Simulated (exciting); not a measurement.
A run of exciting (release sodium):

Contents of input.xml:

```xml
<input>
  <title>Au</title>
  <structure speciespath="./" tshift="false">
    <crystal scale="1">
      <basevect>0.000000000000 3.845592663613 3.845592663613</basevect>
      <basevect>3.845592663613 0.000000000000 3.845592663613</basevect>
      <basevect>3.845592663613 3.845592663613 0.000000000000</basevect>
    </crystal>
    <species speciesfile="Au.xml" rmt="2.3">
      <atom coord="0.000000000000 0.000000000000 0.000000000000"/>
    </species>
  </structure>
  <groundstate do="fromscratch" ngridk="11 11 11" rgkmax="9" gmaxvr="14" lmaxapw="10" lmaxmat="10" lmaxvr="8" xctype="GGA_PBE" stype="Gaussian" swidth="0.00080849" nempty="12" ValenceRelativity="iora*" epsengy="1e-05" epspot="1e-05" maxscl="60" tforce="true" outputlevel="normal"/>
</input>
```

Potentials or basis: all-electron LAPW+lo, shipped species files, valence relativity iora*.

The run is started by

```bash
$ OMP_NUM_THREADS=1 exciting_smp
```

Hardware: 1 thread of Arm Neoverse V2, with other jobs on the host.

Problem. How long does it take, and how much memory?

Solution. Run time: 30 s on 1 thread of Arm Neoverse V2, with other jobs on the host, peak memory 0.1 GiB. Counts: scf iterations 16, plane waves 125.
